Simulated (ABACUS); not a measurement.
A run of ABACUS 3.10.1 is set up as follows.

INPUT

```
INPUT_PARAMETERS
suffix              Ni
calculation         cell-relax
basis_type          pw
pseudo_dir          ./
symmetry            1
dft_functional      GGA_X_RPBE+GGA_C_PBE
ecutwfc             40
pseudo_rcut         10
nspin               2
nbands              14
ks_solver           dav
smearing_method     fd
smearing_sigma      0.00367493
scf_thr             1e-08
scf_nmax            100
mixing_type         broyden
mixing_beta         0.4
cal_force           1
cal_stress          1
ecutrho             320
relax_nmax          60
force_thr_ev        0.01
relax_method        cg
out_stru            1
stress_thr          0.2
kpar                4
```

File STRU:

```
ATOMIC_SPECIES
Ni 58.6934 ni_pbe_v1.4.uspp.F.UPF

LATTICE_CONSTANT
1.8897261246

LATTICE_VECTORS
0.0000000000 1.7375729330 1.7375729330
1.7375729330 0.0000000000 1.7375729330
1.7375729330 1.7375729330 0.0000000000

ATOMIC_POSITIONS
Direct

Ni
0.0
1
0.0000000000 0.0000000000 0.0000000000 1 1 1 mag 1
```

File KPT:

```
K_POINTS
0
Gamma
10 10 10 0 0 0
```

Potentials or basis: GBRV ultrasoft 1.5 PBE, plane waves.

Run with:

```console
$ OMP_NUM_THREADS=1 mpirun -np 4 abacus > log
```

**Question.** What does it give for the relaxed volume?

**Answer.** 10.65 Å³/atom.

**Question.** Predict the band gap on the k mesh.

**Answer.** None (metal or under the smearing width).

Final structure:
```
Ni
1.0
     0.00000    1.74624    1.74624
     1.74624    0.00000    1.74624
     1.74624    1.74624    0.00000
Ni
1
Direct
  0.00000 0.00000 0.00000
```

Caveat: the potentials were made for another functional, which shifts forces and pressure.
